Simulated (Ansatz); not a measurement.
HfO₂ as a strained film

Level of theory: DFT r2SCAN, scalar-relativistic, plane waves, PAW (Ansatz 0.2.0). Settings: 500 eV cutoff, 6×6×6 k-mesh, Gaussian smearing of 0.02 eV, no spin polarisation.

Starting point, cell and atoms relaxed:

```xyz
6
Lattice="3.5768 0.0000 0.0000 0.0000 3.5768 0.0000 0.0000 0.0000 5.2027" Properties=species:S:1:pos:R:3 pbc="T T T"
Hf    1.7884    1.7884    2.6013
Hf    0.0000    0.0000    0.0000
O     0.0000    1.7884    3.6219
O     1.7884    0.0000    4.1821
O     1.7884    0.0000    1.5808
O     0.0000    1.7884    1.0206
```

The a-b plane is strained alike in both directions, as on a substrate, while c and the atoms relax within the symmetry that the strain leaves. Stress is positive in compression; energies are free energies at the smearing used, per atom.

Spin–orbit coupling is left out, which can shift energies with elements as heavy as these.

```csv
strain (%),c (Å),σ in plane (GPa),ΔE (meV/atom)
-4.5,5.3463,30.91,91.66
-3.0,5.2887,19.90,39.86
-1.5,5.2411,9.56,9.73
+0.0,5.2027,-0.01,0.00
+1.5,5.1710,-8.75,9.29
+3.0,5.1440,-16.68,36.20
+4.5,5.1246,-23.75,79.32
```

Question: Get the biaxial modulus twice, from the stresses and from the energies of the innermost pair.

Answer: From stress: M = −Δσ/Δε = (9.56 − (-8.75)) / 0.030 = 610 GPa. Two in-plane directions each store σε/2, so the energy density is Mε²: M = (mean ΔE)/(V ε²) = 9.51 meV / (11.094 Å³ × 0.015²) × 0.16022 GPa Å³/meV = 611 GPa. The two agree.

Question: How well does Mε², with M from the stresses, predict the outermost points?

Answer: 85.6 meV predicted against 91.7 computed at -4.5 %; 85.6 meV predicted against 79.3 computed at +4.5 %. Compression costs more than stretching, the usual sign of bonds that stiffen as they shorten.

Question: How does c respond, and up to what thickness can a film with 1 % or 2 % misfit stay coherent on a thick substrate?

Answer: c answers with ε_c = −0.45 ε. In an isotropic solid that ratio is 2ν/(1 − ν), so ν = r/(2 + r) = 0.18. A film of thickness h stores Mε²h per area, 61.0 mJ/m² per nm at 1 %. The Matthews–Blakeslee balance for pure edge misfit dislocations, h = b/(8πf(1 + ν)) × (ln(h/b) + 1), with b taken as the in-plane vector a = 3.58 Å, solved by iteration, gives 4.2 nm at f = 1 % and 1.4 nm at 2 %. This is an isotropic estimate in which the moduli cancel; the real Burgers vector, glide system, anisotropy and slow kinetics can shift it by a factor of a few, mostly upward.

This form isn't the usual stable structure of the compound.